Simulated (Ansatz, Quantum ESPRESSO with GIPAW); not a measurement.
# From a field gradient to a quadrupolar line: 11B in BN

A plane-wave PAW calculation (PBEsol, Ansatz) gives this electric field gradient, in 10²¹ V/m² and Cartesian axes, at one B site of BN (atom 5; BN4; site symmetry m2m):

```
      0.2205        0.1047        0.0000
      0.1047        0.2205        0.0000
      0.0000        0.0000       -0.4411
```

11B has spin 3/2, Q = 0.04059 barn and |γ|/2π = 13.6630 MHz/T. The cell is the P4_2/mnm form of a database entry, static and at 0 K. 

**Task.** Find C_Q, η_Q and ν_Q, and the shift and width of the central transition under fast MAS at 9.4 T and 20 T.

1. The tensor is symmetric and traceless. Its eigenvalues, ordered by size, are V_xx = 0.1158, V_yy = 0.3252 and V_zz = -0.4411.

2. η_Q = (V_xx − V_yy)/V_zz = 0.475.

3. C_Q = eQV_zz/h. One unit of 10²¹ V/m² with one barn gives 24.18 MHz, so C_Q = 24.18 × 0.04059 × −0.4411 = -0.433 MHz. A spectrum shows its size, not its sign.

4. ν_Q = 3C_Q/[2I(2I−1)] = 0.216 MHz in size, and P_Q = |C_Q|√(1 + η²/3) = 0.449 MHz.

5. The resonances lie at ν0 = 128.43 and 273.26 MHz, so ν_Q/ν0 is 0.002 at most and second order holds. The centre of gravity moves by δ_Q = −(3/40)(P_Q/ν0)² F × 10⁶ ppm, with F = [I(I+1) − 3/4]/[I²(2I−1)²] = 0.3333: -0.305 ppm at 9.4 T and -0.0675 ppm at 20 T.

6. Summing the second-order term over orientations gives a full width of 0.709 ppm (0.091 kHz) and 0.157 ppm (0.043 kHz). In ppm both fall as 1/B²: (9.4/20)² = 0.221. The spinning rate must pass the static width for this shape to show cleanly.

[Banner, clock, file and message-heading lines were taken out of the pw.x and gipaw.x logs.]

[Logs are printed without paths, hosts, clocks, repeated set-up lines and the standing remarks that a program may print on its own settings, such as how far it seeks lower states.]

[Hosts, paths, dates, database ids (printed as entryN), source tags and the programs' standing remarks are cut or masked in the printed files.]
